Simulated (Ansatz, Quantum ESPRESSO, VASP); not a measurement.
**InPd: 3 runs at one level of theory**

```
In Pd
1.0
     0.00000    2.74607    2.74607
     2.74607    0.00000    2.74607
     2.74607    2.74607    0.00000
In Pd
1 1
Direct
  0.00000 0.00000 0.00000
  0.50000 0.50000 0.50000
```

The cell comes from a database or a generator and needn't be the stable form of this composition.

Alike in all runs: task equation of state; functional PBE; k mesh 8 × 8 × 8; occupations fermi-dirac, width 0.05 eV; no spin polarisation; no spin-orbit coupling.

| program and potentials | plane-wave cutoff (eV) | notes | equilibrium volume (Å³/atom) | bulk modulus (GPa) |
| --- | --- | --- | --- | --- |
| VASP, PBE PAW files In_d, Pd, 520 eV | 520 | - | 20.77 | 84.8 |
| Quantum ESPRESSO, SSSP 1.3 efficiency PBE | 816 | - | 20.77 | 84.9 |
| Ansatz, Ansatz PAW (earlier soft set) | 420 | - | 20.74 | 84.9 |

The equilibrium volume spans 20.74 (Ansatz, Ansatz PAW (earlier soft set)) to 20.77 Å³/atom (VASP, PBE PAW files In_d, Pd, 520 eV). The bulk modulus spans 84.8 (VASP, PBE PAW files In_d, Pd, 520 eV) to 84.9 GPa (Ansatz, Ansatz PAW (earlier soft set)). For a metal such a mesh isn't converged, which the comparison doesn't need.

Differences between rows come from potentials, basis sets and numerical settings, since the functional is the same but for its coding. Runs on potential files found faulty are left out.

The three potential sets give practically the same equilibrium volume and bulk modulus, so neither the size nor the stiffness of this rocksalt arrangement depends noticeably on how the cores are represented. The small differences are no basis for ranking the potentials.

InPd is known as an ordered intermetallic of the CsCl type, in which each atom has eight unlike nearest neighbours; here it has six. Metallic bonding between the Pd d states and the In s and p states gains little from such an open, octahedral arrangement, which suits ionic or strongly directional bonding better. The volume per atom is therefore probably larger, and the lattice softer, than in the CsCl form, and the values shouldn't be read as predictions for the familiar compound. Agreement between the potentials also says nothing about the error of the functional, which all three runs share. Nor does it guarantee equal agreement for the energy difference between the two structures, where the coordination changes and errors of the potentials need not cancel.
